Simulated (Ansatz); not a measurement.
Wanted: the native input for an Ansatz 0.2.0 run.

```yaml
Task: single point
Functional: PBE
Potentials_or_basis: all-electron LAPW, scalar-relativistic
Cutoff: 408 eV (chosen from the basis error)
Basis_error_allowed: 0.002 eV/atom
k_mesh: 4 × 4 × 4
Occupations: fermi-dirac, width 0.03 eV
Spin: no spin polarisation
```

The system is BaTiO3.

```
CELL_PARAMETERS angstrom
2.82737 1.63238 2.31839
-2.82737 1.63238 2.31839
0.00000 -3.26476 2.31839
ATOMIC_POSITIONS crystal
Ba 0.00000 0.00000 0.00000
Ti 0.48450 0.48450 0.48450
O 0.50860 0.01750 0.50860
O 0.01750 0.50860 0.50860
O 0.50860 0.50860 0.01750
```

These files were run (other wordings do the same):

input.yaml

```yaml
crystal:
  lattice:
    - [2.8273666084, 1.6323808724, 2.3183934932]
    - [-2.8273666084, 1.6323808724, 2.3183934932]
    - [0.0, -3.2647617449, 2.3183934932]
  atoms:
    - { symbol: Ba, position: [0.0, 0.0, 0.0] }
    - { symbol: Ti, position: [0.4845, 0.4845, 0.4845] }
    - { symbol: O, position: [0.5086, 0.0175, 0.5086] }
    - { symbol: O, position: [0.0175, 0.5086, 0.5086] }
    - { symbol: O, position: [0.5086, 0.5086, 0.0175] }
kpoints:
  mp_grid: { grid: [4, 4, 4] }
scf:
  occupations: { method: fermi_dirac, width: 0.03 }
hamiltonian:
  xc: pbe
  pseudopotentials: { kind: all_electron, lapw: { basis_error: 0.002 } }
output:
  forces: true
  stress: true
  eigenvalues: true
```

Potentials or basis: all-electron LAPW, scalar-relativistic.

Run with:

```bash
$ ansatz run input.yaml --threads 4 --pin off --max-ram 12288MiB --backend cpu --events-out ev --progress --plain --runs-dir out
```

Results of the run:

```yaml
Pressure: 5.0 GPa
Largest_force: 0.139 eV/Å
Band_gap_on_the_k_mesh: 2.43 eV, indirect (least direct gap 2.79 eV)
```

Caveat: spin-orbit coupling is left out, which moves the levels of the heavy elements.

It took 12 s on 4 threads of Intel(R) Xeon(R) Platinum 8375C CPU @ 2.90GHz (Ice Lake) (shared host), peak memory 0.5 GiB.
